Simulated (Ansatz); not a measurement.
# BN: the cost of one run

Method: DFT PBE+D3(BJ), scalar-relativistic, plane waves, PAW, in Ansatz 0.2.0.

2 further runs of the same task are left out: 1 that didn't finish, 1 set aside as unsound or not needed.

### 1 Starting point

The structure is orthorhombic, space group Fmm2 (No. 42). Conventional cell: a = 2.508 Å, b = 6.679 Å, c = 4.338 Å, α = 90.00°, β = 90.00°, γ = 90.00°. B (site symmetry mm2) has 3 N at 1.45 Å as nearest neighbours. N (site symmetry mm2) is surrounded by 3 B at 1.45 Å.

As a file:

```cif
data_structure
_symmetry_space_group_name_H-M 'Fmm2'
_symmetry_Int_Tables_number 42
_cell_length_a 2.5077
_cell_length_b 6.6790
_cell_length_c 4.3377
_cell_angle_alpha 90.000
_cell_angle_beta 90.000
_cell_angle_gamma 90.000
_cell_volume 72.65
loop_
_atom_site_label
_atom_site_type_symbol
_atom_site_symmetry_multiplicity
_atom_site_Wyckoff_symbol
_atom_site_fract_x
_atom_site_fract_y
_atom_site_fract_z
_atom_site_occupancy
B1 B 4 a 0.50000 0.00000 0.50011 1
N1 N 4 a 0.50000 0.00000 0.16659 1
```

It goes back to an entry of the Materials Project, which need not be the stable form.

It is the result of an earlier relaxation at this level (volume 9.08 Å³/atom; gap on the mesh: 3.66 eV).

### 2 A stricter relaxation

Response runs need a geometry at rest under their own mesh and occupations; hence this stricter relaxation.

The input, input.yaml:

```yaml
crystal:
  lattice:
    - [0.0, 3.3394821895, 2.1688319106]
    - [1.2538424675, 0.0, 2.1688319106]
    - [1.2538424675, 3.3394821895, 0.0]
  atoms:
    - { symbol: B, position: [0.0001068737, 0.0001068737, 0.9998931263] }
    - { symbol: "N", position: [0.6665931163, 0.6665931163, 0.3334068837] }
basis:
  ecutwfc: 420
kpoints:
  mp_grid: { grid: [12, 12, 12] }
hamiltonian:
  xc: pbe
  dispersion: d3bj
scf:
  occupations: { method: fixed }
output:
  forces: true
  stress: true
  eigenvalues: true
relax:
  adjacent_minimum: "off"
  f_tol: 0.001
  max_steps: 60
  cell: { stress_tol: 0.01 }
```

Started as:

```bash
ansatz run input.yaml --threads 1 --pin off --max-ram 2560MiB --backend cpu --events-out ev --progress --plain --runs-dir out
```

**Question.** How long does this run take on 1 thread of Intel Xeon 6975P-C (Granite Rapids), shared host, and how much memory does it need?

About 13 s, with a peak of 0.42 GiB.
